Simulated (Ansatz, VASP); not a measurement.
# One calculation of AlCo, two programs

The input INCAR:

```
PREC     = Accurate       # precision mode
ENCUT    = 520            # plane-wave cutoff, eV
EDIFF    = 1E-6           # SCF threshold, eV
ISMEAR   = -1             # smearing method
SIGMA    = 0.05           # smearing width, eV
LREAL    = False          # projectors in reciprocal space
LASPH    = True           # aspherical terms in the spheres
NELM     = 100            # most SCF steps
ALGO     = Normal         # electronic algorithm
ISIF     = 2              # what is computed and relaxed
LWAVE    = False          # write WAVECAR
LCHARG   = True           # write CHGCAR
GGA      = PE             # functional
LELF     = True           # ELF
LVHAR    = True         
NBANDS   = 20             # bands
```

The input KPOINTS:

```
regular mesh
0
Gamma
  10 10 6
```

File POSCAR:

```
AlCo
1.0
    2.5063649354      0.0000000000      0.0000000000
   -1.2531824677      2.1705757052      0.0000000000
    0.0000000000      0.0000000000      7.1848823452
Co Al
2 2
Direct
    0.0000000000      0.0000000000      0.0000000000
    0.0000000000      0.0000000000      0.5000000000
    0.3333333333      0.6666666667      0.2500000000
    0.6666666667      0.3333333333      0.7500000000
```

Input for Ansatz:

```yaml
crystal:
  lattice:
    - [2.5063649354, 0.0, 0.0]
    - [-1.2531824677, 2.1705757052, 0.0]
    - [0.0, 0.0, 7.1848823452]
  atoms:
    - { symbol: Co, position: [0.0, 0.0, 0.0] }
    - { symbol: Co, position: [0.0, 0.0, 0.5] }
    - { symbol: Al, position: [0.3333333333, 0.6666666667, 0.25] }
    - { symbol: Al, position: [0.6666666667, 0.3333333333, 0.75] }
kpoints:
  mp_grid: { grid: [10, 10, 6] }
scf:
  occupations: { method: fermi_dirac, width: 0.05 }
hamiltonian:
  xc: pbe
  pseudopotentials: { kind: nc }
output:
  forces: true
  stress: true
  eigenvalues: true
```

Change from the starting cell: volume scaled by 0.8, norm-conserving files.

Alike in both runs: task single point; functional PBE; k mesh 10 × 10 × 6; occupations fermi-dirac, width 0.05 eV; no spin polarisation.

|  | VASP | Ansatz |
| --- | --- | --- |
| version | VASP 6.6.1 | Ansatz 0.2.0 |
| potentials or method | VASP PAW PBE potentials, release 64 (Co, Al) | norm-conserving pseudopotentials, scalar-relativistic |
| plane-wave cutoff (eV) | 520 | 1306 |
| valence electrons in the cell | 24 | 40 |

```tsv
	VASP	Ansatz	Ansatz less VASP
pressure (GPa)	57.1	57.0	-0.17
largest component of the traceless stress (GPa)	0.38	0.13	-0.255
```

The functional is the same, so the differences come from potentials, cutoffs and numerics. The two sets of potentials don't hold the same shells in valence.

Caveats: so large a pressure means that the cell lies far from this level's equilibrium, or that cutoff or potentials fall short (VASP). Spin polarisation is off, so any magnetic state and its effect on volume and gap are missing.
